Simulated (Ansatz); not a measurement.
# Property card of a SrO sheet

It was reached by relaxing an invented guess, and it needn't be the stable form of this composition.

All numbers below come from DFT PBE, scalar-relativistic, plane waves, PAW (Ansatz 0.2.0). Plane waves to 420 eV, a k mesh through Γ of 6×6×1 on the computed 4-atom cell and Gaussian smearing (0.02 eV); no spin polarisation.

The sheet is periodic along a and b; c holds vacuum.

```yaml
crystal:
  periodic: [true, true, false]
  lattice:
    - [4.89300, 0.00000, 0.00000]
    - [0.00000, 4.89300, 0.00000]
    - [0.00000, 0.00000, 30.41690]
  atoms:
    - { symbol: Sr, position: [0.00000, 0.00000, 0.29589] }
    - { symbol: Sr, position: [0.50000, 0.50000, 0.29589] }
    - { symbol: O, position: [0.50000, 0.00000, 0.30499] }
    - { symbol: O, position: [0.00000, 0.50000, 0.28678] }
```

Energies over the elements count from the elements' standard structures at the same level (O₂ as a molecule), with no fitted energy shifts.

```
Layer group                                          : p4/nmm (No. 64)
In-plane cell                                        : a = 4.893 Å, b = 4.893 Å, γ = 90.0°
Area per atom                                        : 5.99 Å²
Thickness between the outermost nuclei               : 0.55 Å
Formation energy                                     : −2.280 eV/atom
Band gap over mesh and path                          : 1.98 eV
Löwdin character of the top 1 eV of the valence band : O 2p 91 %, unprojected 6 %
Bader charges (e)                                    : Sr1 1.52, Sr2 1.52, O3 -1.52, O4 -1.52
```

Levels along Γ–X–M–Γ, in eV from a zero inside the gap, sorted by energy at each point. Points in fractions of the primitive reciprocal vectors: Γ (0.000 0.000 0.000), X (0.000 0.500 0.000), M (0.500 0.500 0.000).
| point | k (1/Å, with 2π) | band 13 | band 14 | band 15 | band 16 | band 17 | band 18 | band 19 |
| --- | --- | --- | --- | --- | --- | --- | --- | --- |
| Γ | 0.000 | -1.00 | -1.00 | -0.99 | -0.99 | 0.99 | 2.15 | 2.84 |
| - | 0.321 | -1.55 | -1.36 | -1.09 | -1.07 | 1.41 | 2.50 | 3.23 |
| X | 0.642 | -1.69 | -1.69 | -1.15 | -1.15 | 2.46 | 2.46 | 3.48 |
| - | 0.963 | -1.88 | -1.88 | -1.61 | -1.61 | 2.81 | 2.81 | 3.78 |
| M | 1.284 | -2.10 | -2.10 | -1.85 | -1.85 | 3.42 | 3.42 | 4.11 |
| - | 1.738 | -1.87 | -1.57 | -1.48 | -1.46 | 1.79 | 2.83 | 3.62 |
| Γ | 2.192 | -1.00 | -1.00 | -0.99 | -0.99 | 0.99 | 2.15 | 2.84 |

The last run used a 6×6×1 mesh for its 4-atom cell and Gaussian smearing of 0.02 eV. Kohn–Sham gaps at this level usually fall short of measured ones.
